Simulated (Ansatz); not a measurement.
## Density of states of CdI₂

```cif
data_structure
_symmetry_space_group_name_H-M 'P-3m1'
_symmetry_Int_Tables_number 164
_cell_length_a 4.2910
_cell_length_b 4.2910
_cell_length_c 7.3036
_cell_angle_alpha 90.000
_cell_angle_beta 90.000
_cell_angle_gamma 120.000
_cell_volume 116.46
loop_
_atom_site_label
_atom_site_type_symbol
_atom_site_symmetry_multiplicity
_atom_site_Wyckoff_symbol
_atom_site_fract_x
_atom_site_fract_y
_atom_site_fract_z
_atom_site_occupancy
Cd1 Cd 1 a 0.00000 0.00000 0.00000 1
I1 I 2 d 0.33333 0.66667 0.23579 1
```

The runs use the primitive cell with vectors (4.291, 0.000, 0.000), (-2.146, 3.716, 0.000), (0.000, 0.000, 7.304) Å, to which the k mesh refers.

The structure is trigonal, space group P-3m1 (No. 164). Conventional cell: a = 4.291 Å, b = 4.291 Å, c = 7.304 Å, α = 90.00°, β = 90.00°, γ = 120.00°. Around Cd (site symmetry -3m) lie 6 I at 3.02 Å. I (site symmetry 3m) is surrounded by 3 Cd at 3.02 Å.

The cell is the one relaxed in the Materials Project (mp-567259), not relaxed further here; entries there can be hypothetical.

No spin–orbit coupling, which matters for the heavy atoms here.

The calculation used DFT, PBEsol, all-electron LAPW, scalar-relativistic in Ansatz 0.2.0.

Numerical set-up: a Γ-centred 8×8×4 k mesh, Fermi–Dirac smearing of 0.03 eV, basis error target 1 meV/atom, no spin polarisation.

(1) Which of the resolved shells contributes most in the top eV of the valence band?

(2) Where is the centre of the filled Cd 4d states between -13 eV and the top of the filled states?

(3) Tabulate the density of states.

Answers

(1) I 5p, with 97 % of all states there; Cd 4d follows with 2 %.

(2) -7.25 eV from the valence-band top.

(3) States per eV and cell, averaged over 0.4 eV, from -7.4 to 6.0 eV, with energies (bin centres) from the valence-band top; empty bins are left out. The partial columns, the largest 4 alone, are projections on Löwdin-orthogonalised atomic shells (those that the program's projection atoms carry: the occupied ones and, for some elements, an empty d or f shell; other empty shells have no column), summed over atoms of an element. Weights on diffuse s and p shells depend on that basis and aren't pure angular character.
```tsv
E (eV)	total	I 5p	Cd 4d	Cd 5s	I 5s
-7.3	25.00	0.38	24.38	0.01	0.21
-3.7	2.56	1.52	0.03	0.94	0.05
-3.3	2.40	1.45	0.02	0.74	0.16
-2.9	0.33	0.30	0.00	0.01	0.01
-2.5	2.48	2.37	0.02	0.00	0.01
-2.1	1.70	1.60	0.02	0.01	0.01
-1.7	3.56	3.39	0.02	0.02	0.01
-1.3	3.98	3.80	0.02	0.02	0.01
-0.9	2.59	2.48	0.03	0.01	0.00
-0.5	6.76	6.54	0.13	0.01	0.00
-0.1	3.65	3.55	0.08	0.00	0.00
2.3	0.08	0.03	0.00	0.05	0.00
2.7	1.72	0.64	0.00	0.90	0.02
3.1	3.01	1.16	0.00	1.53	0.08
3.5	0.18	0.07	0.00	0.09	0.01
4.3	0.01	0.00	0.00	0.00	0.00
4.7	0.19	0.00	0.00	0.00	0.00
5.1	1.76	0.05	0.00	0.04	0.00
5.5	2.42	0.07	0.00	0.04	0.00
5.9	1.65	0.05	0.00	0.01	0.00
```
